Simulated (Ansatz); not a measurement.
## Hf: energy change per atom and pressure as volume scale varies

Results calculated with Ansatz 0.2.0, not measured. Plane-wave DFT, scalar-relativistic PAW made under PBE with cores redone for the functional, no dispersion; the given relaxed cell is scaled uniformly, energy at zero smearing counts from the unscaled cell, pressure at the given Fermi-Dirac smearing is positive in compression.

The cell before it is scaled or strained (space group P6/mmm, No. 191):
```
Hf
1.0
      4.9946     0.0000     0.0000
     -2.4973     4.3254     0.0000
      0.0000     0.0000     3.1017
Hf
3
Direct
  0.00000 0.00000 1.00000
  0.33333 0.66667 0.50000
  0.66667 0.33333 0.50000
```

Settings of every row: spin polarised no; functional PBE; wave cutoff 420 eV; smearing width 0.1 eV; k mesh 10x10x13.

Atom starting moment: 0 on all atoms.

Limits: no spin-orbit coupling, which can matter with elements this heavy; the cell comes from a prototype or a list of computed structures and needn't be the stable phase.

| row | volume scale | V (Å³/atom) | energy change per atom (meV) | pressure (GPa) |
| --- | --- | --- | --- | --- |
| 1 | 0.88 | 19.656 | ? | ? |
| 2 | 0.92 | 20.549 | 52.89 | 10.33 |
| 3 | 0.96 | 21.443 | 12.07 | 4.69 |
| 4 | 1.04 | 23.229 | 11.84 | -3.88 |
| 5 | 1.08 | 24.123 | 43.57 | -7.12 |
| 6 | 1.12 | 25.016 | 91.86 | -9.82 |

Question: what energy change per atom and pressure should row 1 give?

Worked fit of energy change per atom. Take u = (V_r/V)^(2/3) − 1 with V_r = 23.229 Å³ an atom, which is twice the finite (Eulerian) strain; such expansions in the strain, on which the Birch-Murnaghan equation of state is built, carry the rest volume and the bulk modulus. The shown rows have u = 0.08516, 0.05478, 0, -0.02486, -0.04821. Least squares give energy change per atom = 11.961 − 881.488 × u + 16018.43 × u² meV; a straight line predicts inner rows, each left out in turn, worse (root mean square 31 against 0.42 meV). The rows lie off it by -0.17, 0.33, -0.12, -0.20, 0.17 (root mean square 0.21 meV). The withheld row has u = 0.11778, so the fit gives 11.961 − 881.488 × (0.11778) + 16018.43 × (0.11778)² = 130.35 meV.

The calculation gave 128.34 meV. The fit lies 2.01 meV (1.6 % of the value, 1.7 % of the column's range) above it; its largest miss of a shown row is 0.33 meV. This row lies beyond the range of the fit.

Worked fit of pressure. Take u = (V_r/V)^(2/3) − 1 with V_r = 23.229 Å³ an atom, which is twice the finite (Eulerian) strain; such expansions in the strain, on which the Birch-Murnaghan equation of state is built, carry the rest volume and the bulk modulus. The shown rows have u = 0.08516, 0.05478, 0, -0.02486, -0.04821. Least squares give pressure = −3.885 + 138.791 × u + 329.12 × u² GPa; a straight line predicts inner rows, each left out in turn, worse (root mean square 0.65 against 0.02 GPa). The rows lie off it by 0.01, -0.02, 0.00, 0.01, -0.01. The pressure vanishes at u = 0.0263, or V = 22.34 Å³ an atom, and there the bulk modulus at fixed shape and fractions is B = −V dP/dV = (2/3)(1 + u) dP/du = 107 GPa. Letting shape and atoms relax would as a rule lower it, by much in layered, chain or molecular crystals. The withheld row has u = 0.11778, so the fit gives −3.885 + 138.791 × (0.11778) + 329.12 × (0.11778)² = 17.03 GPa.

The calculation gave 17.13 GPa. The fit lies 0.10 GPa (0.37 % of the column's range) below it; its largest miss of a shown row is 0.02 GPa. This row lies beyond the range of the fit.
